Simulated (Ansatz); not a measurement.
Crystal: As.

```
As
1.0
     2.70368    0.00000    0.00000
     0.00000    2.70368    0.00000
     0.00000    0.00000    2.70368
As
1
Direct
  0.50000 0.50000 0.50000
```

This isn't the form of As at room conditions, which is rhombohedral.

* Program: Ansatz 0.2.0
* Task: relaxation of cell and atoms
* Functional: RPBE
* Dispersion: D4
* Potentials or basis: Ansatz PAW
* Cutoff: 420 eV (not typed: the program's choice for these potentials)
* k mesh: 10 × 10 × 10
* Occupations: fermi-dirac, width 0.05 eV
* Spin: no spin polarisation

At the start: volume 19.76 Å³/atom.

**Question.** How do energy, volume and symmetry change on relaxing?

**Answer.** It ends after 5 steps and the volume is 18.84 Å³/atom (-4.7 %); space group Pm-3m (No. 221, to 0.05 Å).

Step by step:
```csv
step,energy change (eV),largest force (eV/Å),volume (Å³)
1,0.0000,0.0000,19.76
2,-0.0105,0.0000,18.45
3,-0.0129,0.0000,18.87
4,-0.0129,0.0000,18.84
5,-0.0128,0.0000,18.84
```

Final structure:
```
CELL_PARAMETERS angstrom
2.66077 0.00000 0.00000
0.00000 2.66077 0.00000
0.00000 0.00000 2.66077
ATOMIC_POSITIONS crystal
As 0.50000 0.50000 0.50000
```

Caveat: the plane-wave basis is chosen anew once the cell has moved, so the energies of steps on either side of that aren't comparable; pairwise dispersion overbinds metals, which lowers pressure and volume; the PAW data sets come from PBE, with cores solved anew for the run's functional, which leaves a small shift of forces and pressure.
